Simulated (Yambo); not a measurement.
BAs, 2 atoms in the cell. Symmetry: F-43m, No. 216, cubic system. The conventional cell has a = 4.578 Å, b = 4.578 Å, c = 4.578 Å, α = 90.00°, β = 90.00°, γ = 90.00°. Around As (site symmetry -43m) lie 4 B at 1.98 Å. B (site symmetry -43m) has 4 As at 1.98 Å as nearest neighbours.  The cell isn't the ideal one: cell squeezed.

- Program: Yambo 5.3.0
- Task: optical spectrum by the Bethe-Salpeter equation
- Functional: PBEsol
- Potentials or basis: PseudoDojo 0.4.1 SR PBEsol standard
- Cutoff: 1143 eV
- Density cutoff: 4572 eV
- k mesh: 4 × 4 × 4
- Occupations: fixed
- Spin: no spin polarisation
- k mesh of the self-consistent run: 10 × 10 × 10
- Random integration of the Coulomb term: yes
- Direction of the field or of q to 0: x
- Broadening: 0.1 eV
- Kernel: screened exchange
- Terms kept: resonant and antiresonant, uncoupled
- Solver: diagonalisation
- Correction of the levels: scissor
- Top of the energy range: 20 eV
- Energy points: 200
- Scissor shift: 0.71 eV
- Bands of the transition space (first, last): [8, 11]
- Bands in the response: 34
- Cutoff of the response matrix: 5 Ry
- Cutoff of exchange and Vxc: 20 Ry

Potentials or basis: PseudoDojo 0.4.1 SR PBEsol standard.

The run is started by

```sh
$ OMP_NUM_THREADS=1 pw.x -in scf.in > scf.out
$ OMP_NUM_THREADS=1 pw.x -in nscf.in > nscf.out
$ cd tmp/pwscf.save; p2y; mv SAVE ../..; cd ../..
$ OMP_NUM_THREADS=1 yambo
$ mkdir -p bse2; ln -s $PWD/g0w00/ndb.RIM bse2/
$ OMP_NUM_THREADS=1 yambo -F bse2.in -J bse2 -C bse2_out
$ OMP_NUM_THREADS=1 ypp -J bse2 -C bse2_out -e s -b 1
```

Hardware: 1 thread of Arm Neoverse V1, on a shared host.

**Question.** Estimate the wall time of this run.

**Answer.** It took 59 s on 1 thread of Arm Neoverse V1, on a shared host.
